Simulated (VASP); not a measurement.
**Cs: equation of state with PBE**

The system is Cs.

```
Cs
1.0
    -2.55385    2.55385    9.59607
     2.55385   -2.55385    9.59607
     2.55385    2.55385   -9.59607
Cs
2
Direct
  0.50000 0.50000 0.00000
  0.25000 0.75000 0.50000
```

This isn't the form of Cs at room conditions, which is bcc.

- Program: VASP 6.6.1
- Task: equation of state
- Functional: PBE
- Potentials or basis: VASP PAW PBE potentials, release 64 (Cs_sv)
- Cutoff: 520 eV
- k mesh: 7 × 7 × 7
- Occupations: fermi-dirac, width 0.05 eV
- Spin: no spin polarisation
- Further INCAR settings: ALGO = Normal; EDIFF = 1e-07; NBANDS = 16

```
Equilibrium volume                        : 123.55 Å³/atom
Bulk modulus at fixed shape and positions : 1.7 GPa
Pressure derivative of the bulk modulus   : 3.7
```

Energy against volume, from the lowest point:
| volume (Å³/atom) | energy (meV/atom) |
| --- | --- |
| 117.663 | 1.58 |
| 120.167 | 0.48 |
| 122.670 | 0.00 |
| 125.174 | 0.08 |
| 127.677 | 0.67 |
| 130.181 | 1.72 |
| 132.684 | 3.20 |

All runs of the series together: 39 min on 1 thread of AMD EPYC 9R45 (Zen 5), with other jobs on the host.

Caveat: the cell was scaled at fixed shape and fractional positions, which overstates the stiffness of a crystal with free parameters, most of all of layers and chains. The run has no spin-orbit coupling, so splittings on Cs are missing.
